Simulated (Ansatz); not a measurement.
**Te: the crystal squeezed far**

An exercise on one series of results from a longer session: the logs are not shown, and one member is left open.

Program: Ansatz 0.2.0. Level of theory: DFT, PBE, PAW with Ansatz's default frozen-core files, scalar-relativistic. These are calculated values, not measurements.

### The structure to begin with

Symmetry: P6/mmm, No. 191, hexagonal system. Conventional cell: a = 3.334 Å, b = 3.334 Å, c = 3.134 Å, α = 90.00°, β = 90.00°, γ = 120.00°. Te (site symmetry 6/mmm) is surrounded by 8 Te at 3.13 to 3.33 Å.

As a file:

```cif
data_structure
_symmetry_space_group_name_H-M 'P6/mmm'
_symmetry_Int_Tables_number 191
_cell_length_a 3.3337
_cell_length_b 3.3337
_cell_length_c 3.1337
_cell_angle_alpha 90.000
_cell_angle_beta 90.000
_cell_angle_gamma 120.000
_cell_volume 30.16
loop_
_atom_site_label
_atom_site_type_symbol
_atom_site_symmetry_multiplicity
_atom_site_Wyckoff_symbol
_atom_site_fract_x
_atom_site_fract_y
_atom_site_fract_z
_atom_site_occupancy
Te1 Te 1 a 0.00000 0.00000 0.00000 1
```

The file gives the conventional cell by its symmetry; the runs use the cell typed in the input.

Whether this phase is the stable one at these pressures isn't tested.

The first run:

File input.yaml:

```yaml
crystal:
  lattice:
    - [3.333682874, 0.0, 0.0]
    - [-1.666841437, 2.887054057, 0.0]
    - [0.0, 0.0, 3.1336619016]
  atoms:
    - { symbol: Te, position: [0.0, 0.0, 0.0] }
kpoints:
  mp_grid: { grid: [15, 15, 13] }
scf:
  occupations: { method: fermi_dirac, width: 0.1 }
hamiltonian:
  xc: pbe
  pseudopotentials: { kind: paw }
output:
  forces: true
  stress: true
relax:
  f_tol: 0.005
  max_steps: 40
  cell: {}
```

Run with:

```bash
$ ansatz run input.yaml --threads 1 --pin off --max-ram 2048MiB --backend cpu --events-out ev --progress --plain --runs-dir out
```

Steps of the session up to this table: Cell relaxed at zero pressure, PAW; Volume scaled by 1, PAW; Shape and atoms relaxed at 0.9 of the volume, PAW; Volume scaled by 0.9, PAW; Shape and atoms relaxed at 0.8 of the volume, PAW; Volume scaled by 0.8, PAW; Shape and atoms relaxed at 0.7 of the volume, PAW; Volume scaled by 0.7, PAW; Shape and atoms relaxed at 0.6 of the volume, PAW; Volume scaled by 0.6, PAW; Shape and atoms relaxed at 0.5 of the volume, PAW; Volume scaled by 0.5, PAW; Shape and atoms relaxed at 0.4 of the volume, PAW; Volume scaled by 0.4, PAW; Volume scaled by 0.4, PAW (cutoff 250 eV).

One table of the session follows, with a row left open; its other results are not shown here.

| method | volume over the first | volume (Å³/atom) | pressure (GPa) |
| --- | --- | --- | --- |
| PAW | 1 | 31.121 | 0.01 |
| PAW | 0.9 | 28.009 | 6.82 |
| PAW | 0.8 | 24.897 | 19.04 |
| PAW | 0.7 | 21.785 | 41.19 |
| PAW | 0.6 | 18.673 | 81.94 |
| PAW | 0.5 | 15.561 | 162.65 |
| PAW | 0.4 | 12.449 | 353.93 |
| PAW (cutoff 250 eV) | 0.4 | ? | ? |

Q: Estimate the row for PAW (cutoff 250 eV), 0.4 from the others.

The run gave: volume (Å³/atom): 12.449; pressure (GPa): 356.11.

Limits of these values: Warnings in the runs' records: cutoff below recommended.
